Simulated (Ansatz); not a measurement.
The system is Ba2TiO4.

```xyz
7
Lattice="3.9821 0.0000 0.0000 0.0000 3.9821 0.0000 0.0000 0.0000 8.7882" Properties=species:S:1:pos:R:3 pbc="T T T"
Ba    0.0000    0.0000    2.4117
Ba    0.0000    0.0000    6.3764
Ti    1.9910    1.9910    4.3941
O     1.9910    0.0000    4.3941
O     1.9910    1.9910    2.4025
O     1.9910    1.9910    6.3856
O     0.0000    1.9910    4.3941
```

The cell comes from a database or a generator and needn't be the stable form of this composition.

```yaml
Program: Ansatz 0.2.0
Task: relaxation of cell and atoms
Functional: PBEsol
Dispersion: D3(BJ)
Potentials_or_basis: Ansatz PAW
Cutoff: "420 eV (not typed: the program's choice for these potentials)"
k_mesh: 7 × 7 × 3
Occupations: fermi-dirac, width 0.05 eV
Spin: no spin polarisation
```

At the start: volume 19.91 Å³/atom.

**Question.** How do energy, volume and symmetry change on relaxing?

**Answer.** It ends after 15 steps and the volume is 17.22 Å³/atom (-13.5 %); space group P4/mmm (No. 123, to 0.05 Å).

The path:
```csv
step,energy change (eV),largest force (eV/Å),volume (Å³)
1,0.0000,0.5666,139.35
2,-0.1973,0.4525,130.77
3,-0.2304,0.1361,126.92
4,-0.2403,0.0760,125.03
5,-0.2442,0.0115,124.15
6,-0.2468,0.0009,123.34
7,-0.2476,0.0004,123.02
8,-0.2282,0.0009,123.02
9,-0.2372,0.0072,120.16
10,-0.2362,0.0028,120.73
11,-0.2357,0.0018,120.97
12,-0.2311,0.0021,120.97
13,-0.2322,0.0100,120.59
14,-0.2322,0.0001,120.57
15,-0.2312,0.0001,120.57
```

Final structure:
```xyz
7
Lattice="3.8832 0.0000 0.0000 0.0000 3.8832 0.0000 0.0000 0.0000 7.9957" Properties=species:S:1:pos:R:3 pbc="T T T"
Ba    0.0000    0.0000    2.0546
Ba    0.0000    0.0000    5.9411
Ti    1.9416    1.9416    3.9979
O     1.9416    0.0000    3.9979
O     1.9416    1.9416    2.0363
O     1.9416    1.9416    5.9594
O     0.0000    1.9416    3.9979
```

Caveat: the plane-wave basis is chosen anew once the cell has moved, so the energies of steps on either side of that aren't comparable; the pressure holds a Pulay correction of +0.4 GPa for the finite cutoff; the PAW data sets come from PBE, with cores solved anew for the run's functional, which leaves a small shift of forces and pressure.
